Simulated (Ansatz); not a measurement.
Frozen-phonon scan for Li2O (anti-fluorite)

Starting cell, Li₂O (anti-fluorite):

```xyz
6
Lattice="0.0000 4.6261 4.6261 2.3131 0.0000 2.3131 2.3131 2.3131 0.0000" Properties=species:S:1:pos:R:3 pbc="T T T"
O      0.0000     0.0000     0.0000
O      2.3131     2.3131     4.6261
Li     1.1565     1.1565     1.1565
Li     1.1565     3.4696     3.4696
Li     3.4696     3.4696     3.4696
Li     3.4696     5.7827     5.7827
```

The atoms are displaced by Q × the pattern below (from a DFPT mode at L = (0.5, 0.0, 0.0), largest move 1; Q in Å), at fixed cell. It is one choice among 2 degenerate patterns. (q is in reciprocal vectors of the primitive cell; the cell shown is doubled to hold the pattern.)

```csv
atom,x,y,z
O1,0.285,-0.520,0.805
O2,-0.285,0.520,-0.805
Li3,0.130,-0.236,0.366
Li4,-0.130,0.236,-0.366
Li5,-0.130,0.236,-0.366
Li6,0.130,-0.236,0.366
```

The numbers are results of PBE (plane waves to 420 eV, PAW, scalar-relativistic; Ansatz, an electronic-structure program), not measurements. k mesh 6×12×12 (Γ-centred), Fermi-Dirac smearing 0.05 eV. The energy includes the smearing's −TS. Stress and pressure are positive under compression. Li2O was relaxed with its symmetry unable to fall. The zero of ΔE is the undisplaced structure.

```tsv
Q (Å)	ΔE (eV/cell)	P (GPa)	−dE/dQ from forces (eV/Å)
-0.180	0.1692	0.35	1.871
-0.150	0.1177	0.24	1.564
-0.120	0.0754	0.15	1.254
-0.090	0.0424	0.08	0.942
-0.060	0.0189	0.04	0.629
-0.030	0.0047	0.01	0.315
0.000	0.0000	0.00	0.000
0.030	0.0047	0.01	-0.315
0.060	0.0189	0.04	-0.629
0.090	0.0424	0.08	-0.942
0.120	0.0754	0.15	-1.254
0.150	0.1177	0.24	-1.564
0.180	0.1692	0.35	-1.871
```

Summary:

* **Energy at Q = 0.180 Å**: 169.2 meV/cell
* **Space group of the distorted cell**: P-1 (No. 2), lowered from Fm-3m
* **Symmetry of the curve**: even: the same for both signs
* **Shape of the curve**: a single well with its minimum at or next to zero displacement
* **Harmonic wavenumber from the curvature (finite differences)**: 275 cm⁻¹
* **Wavenumber by perturbation theory (DFPT, on another k mesh)**: 275 cm⁻¹

(For displaced atoms, the force is minus the slope of the energy, and its curvature is a force constant, which sets phonon frequencies.)
